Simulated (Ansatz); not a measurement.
## TiAl: relaxation of cell and atoms with PBEsol

Crystal: TiAl.

```
Ti Al
1.0
     2.86726    0.00000    0.00000
    -1.43363    2.48312    0.00000
     0.00000    0.00000    4.67808
Ti Al
1 1
Direct
  0.00000 0.00000 0.00000
  0.33333 0.66667 0.50000
```

The cell comes from a database or a generator and needn't be the stable form of this composition.

- Program: Ansatz 0.2.0
- Task: relaxation of cell and atoms
- Functional: PBEsol
- Potentials or basis: Ansatz PAW
- Cutoff: 420 eV (not typed: the program's choice for these potentials)
- k mesh: 11 × 11 × 6
- Occupations: fermi-dirac, width 0.05 eV
- Spin: no spin polarisation
- Target pressure (GPa): 0

```yaml
Relaxed_volume: 16.23 Å³/atom
Relaxed_cell: a = 2.851 Å, b = 2.851 Å, c = 4.613 Å, α = 90.00°, β = 90.00°, γ = 120.00°
Space_group_after_relaxing_to_0.05_Å: P-6m2 (No. 187)
Energy_gained_by_relaxing: 4.3 meV/atom
Ionic_steps: 5
Pressure_after_relaxing: 0.0 GPa
Band_gap_on_the_k_mesh: none (metal or under the smearing width)
```

The path:
| step | energy change (eV) | largest force (eV/Å) | volume (Å³) |
| --- | --- | --- | --- |
| 1 | 0.0000 | 0.0000 | 33.31 |
| 2 | -0.0036 | 0.0000 | 31.81 |
| 3 | -0.0088 | 0.0000 | 32.49 |
| 4 | -0.0088 | 0.0000 | 32.47 |
| 5 | -0.0087 | 0.0000 | 32.47 |

Final structure:
```
Ti Al
1.0
     2.85085    0.00000    0.00000
    -1.42542    2.46891    0.00000
     0.00000    0.00000    4.61253
Ti Al
1 1
Direct
  0.00000 0.00000 0.00000
  0.33333 0.66667 0.50000
```

Levels at points of the mesh, in eV from the Fermi level:
```csv
k point,band 4,band 5,band 6,band 7,band 8,band 9,band 10,band 11
"(0.00, 0.00, 0.00)",-32.18,-8.99,-2.28,-1.74,1.32,1.32,2.85,2.85
"(0.00, 0.00, -0.50)",-32.18,-8.04,-5.29,-0.39,1.34,1.34,2.77,2.77
```

Wall time 6.6 s on 2 threads of AMD EPYC 7R13 Processor (Zen 3) (shared host), peak memory 0.39 GiB.

Caveat: the plane-wave basis is chosen anew once the cell has moved, so the energies of steps on either side of that aren't comparable; the PAW data sets come from PBE, with cores solved anew for the run's functional, which leaves a small shift of forces and pressure.
